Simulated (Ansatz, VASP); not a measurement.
BeTe in VASP and in Ansatz

The input INCAR:

```
  PREC = Accurate
  ENCUT = 520
  EDIFF = 1E-6
  ISMEAR = 0
  SIGMA = 0.1
  LREAL = F
  LASPH = T
  NELM = 60
  ALGO = Normal
  ISIF = 2
  LWAVE = F
  LCHARG = F
  GGA = PE
  NBANDS = 11
```

KPOINTS

```
Automatic mesh
0
Gamma
  6 6 6
```

POSCAR

```
BeTe
1.0
    1.8608634800      1.0743700300      3.6986945300
   -1.8608634800      1.0743700300      3.6986945300
    0.0000000000     -2.1487400700      3.6986945300
Be Te
1 1
Direct
    0.5000000000      0.5000000000      0.5000000000
    0.0000000000      0.0000000000      0.0000000000
```

Input for Ansatz:

```yaml
crystal:
  lattice:
    - [1.86086348, 1.07437003, 3.69869453]
    - [-1.86086348, 1.07437003, 3.69869453]
    - [0.0, -2.14874007, 3.69869453]
  atoms:
    - { symbol: Be, position: [0.5, 0.5, 0.5] }
    - { symbol: Te, position: [0.0, 0.0, 0.0] }
basis:
  ecutwfc: 420
kpoints:
  mp_grid: { grid: [6, 6, 6] }
hamiltonian:
  xc: pbe
scf:
  occupations: { method: gaussian, width: 0.1 }
  lower_state_search: "off"
output:
  forces: true
  stress: true
  eigenvalues: true
```

Alike in both runs: task single point; functional PBE; k mesh 6 × 6 × 6; occupations gaussian, width 0.1 eV; no spin polarisation.

|  | VASP | Ansatz |
| --- | --- | --- |
| version | VASP 6.6.1 | Ansatz 0.2.0 |
| potentials or method | VASP PAW PBE potentials, release 64 (Be, Te) | scalar-relativistic, plane waves, PAW |
| plane-wave cutoff (eV) | 520 | 420 |
| valence electrons in the cell | 8 | 18 |

```csv
,VASP,Ansatz,Ansatz less VASP
gap on the k mesh at the Fermi level (eV),none,none,-
pressure (GPa),-6.7,-6.7,-0.02
largest component of the traceless stress (GPa),10.08,10.10,+0.018
```

A gap of «none» marks a metal or a gap that the smearing closes. The two sets of potentials don't hold the same shells in valence.

The runs have no spin-orbit coupling, so splittings on Te are missing.
